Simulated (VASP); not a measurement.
Crystal: SnS2 (Berndtite-2T).

```
Sn S
1.0
     3.63900    0.00000    0.00000
    -1.81950    3.15147    0.00000
     0.00000    0.00000    5.86800
Sn S
1 2
Direct
  0.00000 0.00000 0.00000
  0.33333 0.66667 0.25000
  0.66667 0.33333 0.75000
```

| Quantity | Value |
| --- | --- |
| Program | VASP 6.6.1 |
| Task | relaxation of cell and atoms |
| Functional | rev-vdW-DF2 |
| Potentials or basis | VASP PAW PBE potentials, release 64 (Sn_d, S) |
| Cutoff | 600 eV |
| k mesh | 9 × 9 × 5 |
| Occupations | gaussian, width 0.03 eV |
| Spin | no spin polarisation |

At the start: pressure 2.9 GPa; volume 22.43 Å³/atom.

Question: How do energy, volume and symmetry change on relaxing?

Answer: Over 11 steps the energy falls by 7.5 meV/atom and the volume is 23.10 Å³/atom (+3.0 %); space group P-3m1 (No. 164, to 0.05 Å).

Step by step:
| step | energy change (eV) | largest force (eV/Å) | pressure (GPa) | volume (Å³) |
| --- | --- | --- | --- | --- |
| 1 | 0.0000 | 0.3505 | 2.94 | 67.30 |
| 2 | -0.0049 | 0.3273 | -2.28 | 71.38 |
| 3 | -0.0219 | 0.0258 | -0.03 | 69.41 |
| 4 | -0.0219 | 0.0191 | 0.06 | 69.37 |
| 5 | -0.0223 | 0.0036 | 0.04 | 69.41 |
| 6 | -0.0224 | 0.0203 | 0.01 | 69.44 |
| 7 | -0.0224 | 0.0111 | -0.05 | 69.46 |
| 8 | -0.0224 | 0.0016 | -0.11 | 69.47 |
| 9 | -0.0224 | 0.0018 | -0.08 | 69.46 |
| 10 | -0.0225 | 0.0002 | -0.07 | 69.40 |
| 11 | -0.0225 | 0.0017 | -0.03 | 69.30 |

Final structure:
```cif
data_structure
_symmetry_space_group_name_H-M 'P 1'
_symmetry_Int_Tables_number 1
_cell_length_a 3.6876
_cell_length_b 3.6876
_cell_length_c 5.8846
_cell_angle_alpha 90.000
_cell_angle_beta 90.000
_cell_angle_gamma 120.000
_cell_volume 69.30
loop_
_atom_site_label
_atom_site_type_symbol
_atom_site_fract_x
_atom_site_fract_y
_atom_site_fract_z
_atom_site_occupancy
Sn1 Sn 0.00000 0.00000 0.00000 1
S1 S 0.33333 0.66667 0.25212 1
S2 S 0.66667 0.33333 0.74788 1
```

Caveat: the PAW data sets were made with another functional, which shifts forces and pressure a little.
